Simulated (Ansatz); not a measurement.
Relaxation of C2H4O2 (8 atoms, charge 0, multiplicity 1), to a largest force component of 0.02 eV/Å in at most 50 steps.

Method: Ansatz, RKS PBE/def2-SVP.

```xyz
8
Properties=species:S:1:pos:R:3
C -0.021 0.934 -0.248
C 0.270 -0.453 0.249
O 1.235 -0.786 0.881
O -0.700 -1.315 -0.087
H -0.724 0.895 -1.073
H -0.460 1.506 0.568
H 0.904 1.419 -0.546
H -0.503 -2.200 0.257
```

Task: Where does it end, and by what steps?

Result: It converged. The force dipped under the threshold on the way, but the program's further checks kept it going. After 14 steps the energy has fallen by 0.072 eV; O3 moved furthest, 0.41 Å.

| step | energy less start (eV) | largest force component (eV/Å) | accepted |
| --- | --- | --- | --- |
| 0 | 0.0000 | 1.227 | yes |
| 1 | -0.0518 | 0.547 | yes |
| 2 | -0.0595 | 0.300 | yes |
| 3 | -0.0584 | 0.386 | no |
| 4 | -0.0635 | 0.084 | yes |
| 5 | -0.0665 | 0.044 | yes |
| 6 | -0.0652 | 0.542 | no |
| 7 | -0.0676 | 0.149 | yes |
| 8 | -0.0692 | 0.092 | yes |
| 9 | -0.0700 | 0.080 | yes |
| 10 | -0.0711 | 0.016 | yes |
| 11 | -0.0714 | 0.207 | yes |
| 12 | -0.0714 | 0.096 | no |
| 13 | -0.0720 | 0.062 | yes |
| 14 | -0.0721 | 0.005 | yes |

```xyz
8
Properties=species:S:1:pos:R:3
C -0.014 0.936 -0.243
C 0.293 -0.481 0.179
O 1.379 -0.907 0.516
O -0.822 -1.261 0.146
H -0.491 0.944 -1.243
H -0.739 1.391 0.463
H 0.916 1.528 -0.258
H -0.522 -2.149 0.439
```

Run time: 26 s on 1 thread of Arm Neoverse V2, on a shared host, peak memory 0.13 GiB.
